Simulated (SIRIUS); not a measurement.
# Au (Fm-3m) in SIRIUS: notebook

One crystal, Au, is run at these levels: WC; tasks: equation of state.

All numbers are computed with SIRIUS 7.12.0; they aren't measurements. Logs are shortened: lines on timing, memory, paths and dates and some standing lists are left out, and cuts for length are marked. The log counts tension as positive stress, the text compression.

**Experimental background.**

From “Exploring toroidal anvil profiles for larger sample volumes above 4 Mbar”, 2024, pmc:11102561, for a bulk crystal of Au: bulk modulus 167 GPa.

The results are compared with them further down.

## (1) Starting point

The structure is cubic, space group Fm-3m (No. 225). The conventional cell has a = 4.070 Å, b = 4.070 Å, c = 4.070 Å, α = 90.00°, β = 90.00°, γ = 90.00°. Au (site symmetry m-3m) has 12 Au at 2.88 Å as nearest neighbours.

## (2) Equation of state, WC, 15.84 Å³/atom (volume scaled by 0.94)

The input, sirius.json:

```json
{
  "control": {
    "processing_unit": "cpu",
    "std_evp_solver_name": "lapack",
    "gen_evp_solver_name": "lapack",
    "verbosity": 2,
    "print_forces": false,
    "ortho_rf": true,
    "use_second_variation": true,
    "rmt_max": 3.0,
    "num_bands_to_print": 24,
    "save_wf": true
  },
  "parameters": {
    "electronic_structure_method": "full_potential_lapwlo",
    "xc_functionals": ["XC_GGA_X_WC", "XC_GGA_C_PBE"],
    "core_relativity": "dirac",
    "valence_relativity": "iora",
    "num_fv_states": 25,
    "smearing": "fermi_dirac",
    "smearing_width": 0.0018374661,
    "pw_cutoff": 20,
    "gk_cutoff": 3.51,
    "lmax_apw": 11,
    "lmax_rho": 8,
    "lmax_pot": 8,
    "num_mag_dims": 0,
    "auto_rmt": 0,
    "ngridk": [11, 11, 11],
    "shiftk": [0, 0, 0],
    "num_dft_iter": 80,
    "energy_tol": 1e-07,
    "density_tol": 1e-05,
    "use_symmetry": true
  },
  "settings": {"tol_ne": 1e-10},
  "iterative_solver": {"type": "exact"},
  "mixer": {"type": "anderson", "beta": 0.5, "max_history": 8},
  "unit_cell": {
    "lattice_vectors": [[0.0, 3.767089153, 3.767089153], [3.767089153, 0.0, 3.767089153], [3.767089153, 3.767089153, 0.0]],
    "atom_types": ["Au"],
    "atom_files": {"Au": "Au.json"},
    "atoms": {"Au": [[0.0, 0.0, 0.0]]}
  }
}
```

The input, Au.json:

```json
{
  "name": "gold",
  "symbol": "Au",
  "number": 79,
  "mass": 196.966569,
  "rmin": 1e-06,
  "rmt": 2.62,
  "nrmt": 800,
  "rinf": 13.44,
  "core": "1s2s2p3s3p3d4s4p4d",
  "valence": [
    {"basis": [{"enu": 0.17, "dme": 0, "n": 0, "auto": 0}, {"enu": 0.17, "dme": 1, "n": 0, "auto": 0}]},
    {"l": 0, "n": 1, "basis": [{"enu": 0.27, "dme": 0, "n": 0, "auto": 0}]},
    {"l": 1, "n": 2, "basis": [{"enu": 0.27, "dme": 0, "n": 0, "auto": 0}]},
    {"l": 2, "n": 3, "basis": [{"enu": 0.27, "dme": 0, "n": 0, "auto": 0}]},
    {"l": 3, "n": 4, "basis": [{"enu": 0.27, "dme": 0, "n": 0, "auto": 0}]},
    {"l": 4, "n": 5, "basis": [{"enu": 0.27, "dme": 0, "n": 0, "auto": 0}]}
  ],
  "lo": [
    {"l": 0, "basis": [{"enu": 0.27, "dme": 0, "n": 0, "auto": 0}, {"enu": 0.27, "dme": 1, "n": 0, "auto": 0}]},
    {
      "l": 0,
      "basis": [{"enu": -3.4844, "dme": 0, "n": 5, "auto": 1}, {"enu": -3.4844, "dme": 1, "n": 5, "auto": 1}]
    },
    {
      "l": 0,
      "basis": [{"enu": -3.4844, "dme": 1, "n": 5, "auto": 1}, {"enu": 0.27, "dme": 0, "n": 0, "auto": 0}]
    },
    {"l": 0, "basis": [{"enu": 0.27, "dme": 0, "n": 0, "auto": 0}, {"enu": 2.6009, "dme": 0, "n": 0, "auto": 0}]},
    {"l": 1, "basis": [{"enu": 0.27, "dme": 0, "n": 0, "auto": 0}, {"enu": 0.27, "dme": 1, "n": 0, "auto": 0}]},
    {
      "l": 1,
      "basis": [{"enu": -1.7079, "dme": 0, "n": 5, "auto": 1}, {"enu": -1.7079, "dme": 1, "n": 5, "auto": 1}]
    },
    {
      "l": 1,
      "basis": [{"enu": -1.7079, "dme": 1, "n": 5, "auto": 1}, {"enu": 0.27, "dme": 0, "n": 0, "auto": 0}]
    },
    {"l": 1, "basis": [{"enu": 0.27, "dme": 0, "n": 0, "auto": 0}, {"enu": 2.9505, "dme": 0, "n": 0, "auto": 0}]},
    {"l": 2, "basis": [{"enu": 0.27, "dme": 0, "n": 0, "auto": 0}, {"enu": 0.27, "dme": 1, "n": 0, "auto": 0}]},
    {"l": 2, "basis": [{"enu": 0.27, "dme": 1, "n": 0, "auto": 0}, {"enu": 0.27, "dme": 2, "n": 0, "auto": 0}]},
    {"l": 2, "basis": [{"enu": 0.27, "dme": 0, "n": 0, "auto": 0}, {"enu": 2.5426, "dme": 0, "n": 0, "auto": 0}]},
    {"l": 3, "basis": [{"enu": 0.27, "dme": 0, "n": 0, "auto": 0}, {"enu": 0.27, "dme": 1, "n": 0, "auto": 0}]},
    {
      "l": 3,
      "basis": [{"enu": -2.5191, "dme": 0, "n": 4, "auto": 1}, {"enu": -2.5191, "dme": 1, "n": 4, "auto": 1}]
    },
    {
      "l": 3,
      "basis": [{"enu": -2.5191, "dme": 1, "n": 4, "auto": 1}, {"enu": 0.27, "dme": 0, "n": 0, "auto": 0}]
    },
    {"l": 3, "basis": [{"enu": 0.27, "dme": 0, "n": 0, "auto": 0}, {"enu": 3.6498, "dme": 0, "n": 0, "auto": 0}]},
    {"l": 4, "basis": [{"enu": 0.27, "dme": 0, "n": 0, "auto": 0}, {"enu": 0.27, "dme": 1, "n": 0, "auto": 0}]},
    {"l": 4, "basis": [{"enu": 0.27, "dme": 0, "n": 0, "auto": 0}, {"enu": 3.067, "dme": 0, "n": 0, "auto": 0}]}
  ],
  "free_atom": [... radial grid and density of the free atom, the start of the SCF ...]
}
```

The input, sirius_start.json:

```json
{
  "control": {
    "processing_unit": "cpu",
    "std_evp_solver_name": "lapack",
    "gen_evp_solver_name": "lapack",
    "verbosity": 1,
    "print_forces": false,
    "ortho_rf": true,
    "use_second_variation": true,
    "rmt_max": 3.0,
    "num_bands_to_print": 24,
    "save_wf": false
  },
  "parameters": {
    "electronic_structure_method": "full_potential_lapwlo",
    "xc_functionals": ["XC_LDA_X", "XC_LDA_C_PW"],
    "core_relativity": "dirac",
    "valence_relativity": "iora",
    "num_fv_states": 25,
    "smearing": "fermi_dirac",
    "smearing_width": 0.0055123983,
    "pw_cutoff": 20,
    "gk_cutoff": 2.81,
    "lmax_apw": 11,
    "lmax_rho": 8,
    "lmax_pot": 8,
    "num_mag_dims": 0,
    "auto_rmt": 0,
    "ngridk": [4, 4, 4],
    "shiftk": [0, 0, 0],
    "num_dft_iter": 30,
    "energy_tol": 0.01,
    "density_tol": 0.05,
    "use_symmetry": true
  },
  "settings": {"tol_ne": 1e-10},
  "iterative_solver": {"type": "exact"},
  "mixer": {"type": "anderson", "beta": 0.5, "max_history": 8},
  "unit_cell": {
    "lattice_vectors": [[0.0, 3.767089153, 3.767089153], [3.767089153, 0.0, 3.767089153], [3.767089153, 3.767089153, 0.0]],
    "atom_types": ["Au"],
    "atom_files": {"Au": "Au.json"},
    "atoms": {"Au": [[0.0, 0.0, 0.0]]}
  }
}
```

Potentials or basis: all-electron FP-LAPW, apw+lo standard.

The run is started by

```console
$ OMP_NUM_THREADS=1 sirius.scf --input=sirius_start.json --output=start.json
$ OMP_NUM_THREADS=1 sirius.scf --input=sirius.json --output=output.json --task=1
```

What it wrote:

```text
[info] SIRIUS version : 7.12.0
[info] number of MPI ranks           : 1
[info] MPI grid                      : 1 1
[info] maximum number of OMP threads : 1
[fft] FFT context for density and potential
[fft] =====================================
[fft]   plane wave cutoff                     : 20
[fft]   grid size                             : 36 36 36   total : 46656
[fft]   grid limits                           : -17 18   -17 18   -17 18
[fft]   number of G-vectors within the cutoff : 14331
[fft]   number of G-shells                    : 416
[fft] FFT context for coarse grid
[fft] =====================================
[fft]   plane wave cutoff                     : 7.02
[fft]   grid size                             : 15 15 15   total : 3375
[fft]   grid limits                           : -7 7   -7 7   -7 7
[fft]   number of G-vectors within the cutoff : 609
[fft]   number of G-shells                    : 30
[unit cell] lattice vectors
[unit cell]   a1 :       0.0000000000      3.7670891530      3.7670891530
[unit cell]   a2 :       3.7670891530      0.0000000000      3.7670891530
[unit cell]   a3 :       3.7670891530      3.7670891530      0.0000000000
[unit cell] reciprocal lattice vectors
[unit cell]   b1 :      -0.8339576065      0.8339576065      0.8339576065
[unit cell]   b2 :       0.8339576065     -0.8339576065      0.8339576065
[unit cell]   b3 :       0.8339576065      0.8339576065     -0.8339576065
[unit cell] unit cell volume :       106.91722815 [a.u.^3]
[unit cell] 1/sqrt(omega)    :         0.09671106
[unit cell] MT volume        :        75.33425248 (70.46%)
[unit cell] IT volume        :        31.58297566 (29.54%)
[unit cell] number of atom types : 1
[unit cell] type id : 0 symbol : Au mt_radius :   2.620000 num_atoms : 1
[unit cell] total number of atoms : 1
[unit cell] number of symmetry classes : 1
[unit cell] atom id  type id  class id             position                      vector_field
[unit cell] ------------------------------------------------------------------------------------------
[unit cell]      0        0        0      0.00000   0.00000   0.00000      0.00000   0.00000   0.00000
[... 326 lines left out ...]
[diagonalize] ik:    4   -3.528382   -2.535349   -2.535023   -2.535023   -2.534977   -2.534757   -2.534736   -2.534736   -1.744066   -1.736432   -1.736432    0.061746    0.176273    0.176273    0.219756    0.268975    0.268975    0.621034    0.891225    1.056093    1.056093    1.260419    1.260419    1.261348
[diagonalize] ...
[diagonalize] ik:   51   -3.528062   -2.535334   -2.535037   -2.535023   -2.535013   -2.534738   -2.534738   -2.534733   -1.744210   -1.740617   -1.739018    0.094635    0.109663    0.218768    0.256074    0.296239    0.497365    0.551447    0.672107    0.759522    1.090752    1.189314    1.313766    1.478159
[diagonalize] ik:   52   -3.528163   -2.535339   -2.535035   -2.535018   -2.535006   -2.534745   -2.534738   -2.534733   -1.743406   -1.740231   -1.738057    0.121438    0.128626    0.158263    0.243211    0.268514    0.393132    0.657527    0.718443    0.836519    1.127596    1.147772    1.338421    1.415652
[diagonalize] ik:   53   -3.528103   -2.535337   -2.535033   -2.535027   -2.535008   -2.534743   -2.534737   -2.534733   -1.743298   -1.741210   -1.738478    0.125454    0.135311    0.159928    0.231015    0.283943    0.468229    0.571700    0.702208    0.794020    1.110258    1.211928    1.374319    1.434798
[diagonalize] ik:   54   -3.528071   -2.535335   -2.535035   -2.535022   -2.535015   -2.534739   -2.534737   -2.534734   -1.743596   -1.740951   -1.739122    0.109259    0.122196    0.185428    0.243721    0.296387    0.488880    0.591199    0.666110    0.739350    1.159769    1.186624    1.288865    1.489695
[diagonalize] ik:   55   -3.528066   -2.535335   -2.535030   -2.535029   -2.535014   -2.534739   -2.534737   -2.534734   -1.742654   -1.742069   -1.739063    0.117952    0.140124    0.163912    0.230764    0.296245    0.524842    0.585848    0.625319    0.746891    1.156608    1.227344    1.307973    1.433866
[generate_core_charge_density] atom class : 0
[generate_core_charge_density]   n,l,k : 1 0 1  energy :       -2963.49141978
[generate_core_charge_density]   n,l,k : 2 0 1  energy :        -522.10870655
[generate_core_charge_density]   n,l,k : 2 1 1  energy :        -500.64571497
[generate_core_charge_density]   n,l,k : 2 1 2  energy :        -433.16596920
[generate_core_charge_density]   n,l,k : 3 0 1  energy :        -122.88433069
[generate_core_charge_density]   n,l,k : 3 1 1  energy :        -113.23931716
[generate_core_charge_density]   n,l,k : 3 1 2  energy :         -98.34798617
[generate_core_charge_density]   n,l,k : 3 2 2  energy :         -82.34066035
[generate_core_charge_density]   n,l,k : 3 2 3  energy :         -79.14046991
[generate_core_charge_density]   n,l,k : 4 0 1  energy :         -26.32137920
[generate_core_charge_density]   n,l,k : 4 1 1  energy :         -22.20862068
[generate_core_charge_density]   n,l,k : 4 1 2  energy :         -18.63536956
[generate_core_charge_density]   n,l,k : 4 2 2  energy :         -11.90868564
[generate_core_charge_density]   n,l,k : 4 2 3  energy :         -11.24336139
[find] Total energy                   :  -19046.68173800 (Ha),  -38093.36347601 (Ry)
[find] iteration : 1, RMS (target) : 2.5549e-01 (1.0000e-05) , energy difference (target) : 1.5342e-04 (1.0000e-07)
[find] Total energy                   :  -19046.68172890 (Ha),  -38093.36345780 (Ry)
[... 19 lines left out ...]
[find] valence_eval_sum               :     -50.32559561
[find] core_eval_sum                  :  -11660.77133960
[find] kinetic energy                 :   21883.20457545
[find] enuc                           :  -24007.48612324
[find] <rho|V^{XC}>                   :    -478.11567381
[find] <rho|E^{XC}>                   :    -364.30724917
[find] <mag|B^{XC}>                   :       0.00000000
[find] <rho|V^{H}>                    :  -33116.18583686
[find] smearing (-TS)                 :      -0.00008753
[find] SCF correction                 :      -0.00000146
[find] Total energy                   :  -19046.68171685 (Ha),  -38093.36343369 (Ry)
[find] Free energy (E-TS)             :  -19046.68180438 (Ha),  -38093.36360875 (Ry)
[find] band gap (eV)                  :       0.00000000
[find] Efermi                         :       0.37614032
[find] iteration : 7, RMS (target) : 4.6040e-06 (1.0000e-05) , energy difference (target) : -2.7336e-08 (1.0000e-07)
[find] converged after 8 SCF iterations!
[find] Charges and magnetic moments
[find] --------------------------------------------------------------------------------
[find] atom      charge    core leakage
[find] --------------------------------------------------------------------------------
[find]    0   77.959606    1.139542e-08
[find] total core leakage    : 1.13954244e-08
[find] interstitial charge   : 1.040391
[find] total charge          : 78.999997
[find] Energy
[find] --------------------------------------------------------------------------------
[find] valence_eval_sum               :     -50.32559561
[find] core_eval_sum                  :  -11660.77133960
[find] kinetic energy                 :   21883.20457545
[find] enuc                           :  -24007.48612324
[find] <rho|V^{XC}>                   :    -478.11567381
[find] <rho|E^{XC}>                   :    -364.30724917
[find] <mag|B^{XC}>                   :       0.00000000
[find] <rho|V^{H}>                    :  -33116.18583686
[find] smearing (-TS)                 :      -0.00008753
[find] SCF correction                 :      -0.00000146
[find] Total energy                   :  -19046.68171685 (Ha),  -38093.36343369 (Ry)
[find] Free energy (E-TS)             :  -19046.68180438 (Ha),  -38093.36360875 (Ry)
[find] band gap (eV)                  :       0.00000000
[find] Efermi                         :       0.37614032
```

It took 61 s on 1 thread of Arm Neoverse N1, shared host; peak memory 0.33 GiB.

What came out:

```
Free energy                                       : -518286.6153 eV
Band gap on the k mesh                            : none (metal or under the smearing width)
All electrons inside the program's atomic spheres : Au 77.96 (radii Au 2.62 bohr)
```

## (3) Equation of state, WC, 16.18 Å³/atom (volume scaled by 0.96)

sirius.json, as its differences from that of step 2:

```diff
@@ -39,3 +39,3 @@
   "unit_cell": {
-    "lattice_vectors": [[0.0, 3.767089153, 3.767089153], [3.767089153, 0.0, 3.767089153], [3.767089153, 3.767089153, 0.0]],
+    "lattice_vectors": [[0.0, 3.793618824, 3.793618824], [3.793618824, 0.0, 3.793618824], [3.793618824, 3.793618824, 0.0]],
     "atom_types": ["Au"],
```

The input, Au.json:

```json
{
  "name": "gold",
  "symbol": "Au",
  "number": 79,
  "mass": 196.966569,
  "rmin": 1e-06,
  "rmt": 2.62,
  "nrmt": 800,
  "rinf": 13.44,
  "core": "1s2s2p3s3p3d4s4p4d",
  "valence": [
    {"basis": [{"enu": 0.16, "dme": 0, "n": 0, "auto": 0}, {"enu": 0.16, "dme": 1, "n": 0, "auto": 0}]},
    {"l": 0, "n": 1, "basis": [{"enu": 0.26, "dme": 0, "n": 0, "auto": 0}]},
    {"l": 1, "n": 2, "basis": [{"enu": 0.26, "dme": 0, "n": 0, "auto": 0}]},
    {"l": 2, "n": 3, "basis": [{"enu": 0.26, "dme": 0, "n": 0, "auto": 0}]},
    {"l": 3, "n": 4, "basis": [{"enu": 0.26, "dme": 0, "n": 0, "auto": 0}]},
    {"l": 4, "n": 5, "basis": [{"enu": 0.26, "dme": 0, "n": 0, "auto": 0}]}
  ],
  "lo": [
    {"l": 0, "basis": [{"enu": 0.26, "dme": 0, "n": 0, "auto": 0}, {"enu": 0.26, "dme": 1, "n": 0, "auto": 0}]},
    {
      "l": 0,
      "basis": [{"enu": -3.4944, "dme": 0, "n": 5, "auto": 1}, {"enu": -3.4944, "dme": 1, "n": 5, "auto": 1}]
    },
    {
      "l": 0,
      "basis": [{"enu": -3.4944, "dme": 1, "n": 5, "auto": 1}, {"enu": 0.26, "dme": 0, "n": 0, "auto": 0}]
    },
    {"l": 0, "basis": [{"enu": 0.26, "dme": 0, "n": 0, "auto": 0}, {"enu": 2.5909, "dme": 0, "n": 0, "auto": 0}]},
    {"l": 1, "basis": [{"enu": 0.26, "dme": 0, "n": 0, "auto": 0}, {"enu": 0.26, "dme": 1, "n": 0, "auto": 0}]},
    {
      "l": 1,
      "basis": [{"enu": -1.7179, "dme": 0, "n": 5, "auto": 1}, {"enu": -1.7179, "dme": 1, "n": 5, "auto": 1}]
    },
    {
      "l": 1,
      "basis": [{"enu": -1.7179, "dme": 1, "n": 5, "auto": 1}, {"enu": 0.26, "dme": 0, "n": 0, "auto": 0}]
    },
    {"l": 1, "basis": [{"enu": 0.26, "dme": 0, "n": 0, "auto": 0}, {"enu": 2.9405, "dme": 0, "n": 0, "auto": 0}]},
    {"l": 2, "basis": [{"enu": 0.26, "dme": 0, "n": 0, "auto": 0}, {"enu": 0.26, "dme": 1, "n": 0, "auto": 0}]},
    {"l": 2, "basis": [{"enu": 0.26, "dme": 1, "n": 0, "auto": 0}, {"enu": 0.26, "dme": 2, "n": 0, "auto": 0}]},
    {"l": 2, "basis": [{"enu": 0.26, "dme": 0, "n": 0, "auto": 0}, {"enu": 2.5326, "dme": 0, "n": 0, "auto": 0}]},
    {"l": 3, "basis": [{"enu": 0.26, "dme": 0, "n": 0, "auto": 0}, {"enu": 0.26, "dme": 1, "n": 0, "auto": 0}]},
    {
      "l": 3,
      "basis": [{"enu": -2.5291, "dme": 0, "n": 4, "auto": 1}, {"enu": -2.5291, "dme": 1, "n": 4, "auto": 1}]
    },
    {
      "l": 3,
      "basis": [{"enu": -2.5291, "dme": 1, "n": 4, "auto": 1}, {"enu": 0.26, "dme": 0, "n": 0, "auto": 0}]
    },
    {"l": 3, "basis": [{"enu": 0.26, "dme": 0, "n": 0, "auto": 0}, {"enu": 3.6398, "dme": 0, "n": 0, "auto": 0}]},
    {"l": 4, "basis": [{"enu": 0.26, "dme": 0, "n": 0, "auto": 0}, {"enu": 0.26, "dme": 1, "n": 0, "auto": 0}]},
    {"l": 4, "basis": [{"enu": 0.26, "dme": 0, "n": 0, "auto": 0}, {"enu": 3.057, "dme": 0, "n": 0, "auto": 0}]}
  ],
  "free_atom": [... radial grid and density of the free atom, the start of the SCF ...]
}
```

sirius_start.json, as its differences from that of step 2:

```diff
@@ -39,3 +39,3 @@
   "unit_cell": {
-    "lattice_vectors": [[0.0, 3.767089153, 3.767089153], [3.767089153, 0.0, 3.767089153], [3.767089153, 3.767089153, 0.0]],
+    "lattice_vectors": [[0.0, 3.793618824, 3.793618824], [3.793618824, 0.0, 3.793618824], [3.793618824, 3.793618824, 0.0]],
     "atom_types": ["Au"],
```

Potentials or basis: all-electron FP-LAPW, apw+lo standard.

The run is started by

```console
$ OMP_NUM_THREADS=1 sirius.scf --input=sirius_start.json --output=start.json
$ OMP_NUM_THREADS=1 sirius.scf --input=sirius.json --output=output.json --task=1
```

Wall time 62 s (1 thread of Arm Neoverse N1, shared host); peak memory 0.33 GiB.

It converged, with:

| Quantity | Value |
| --- | --- |
| Free energy | -518286.6455 eV |
| Band gap on the k mesh | none (metal or under the smearing width) |
| All electrons inside the program's atomic spheres | Au 77.92 (radii Au 2.62 bohr) |

(Continued in part 2 of 3.)
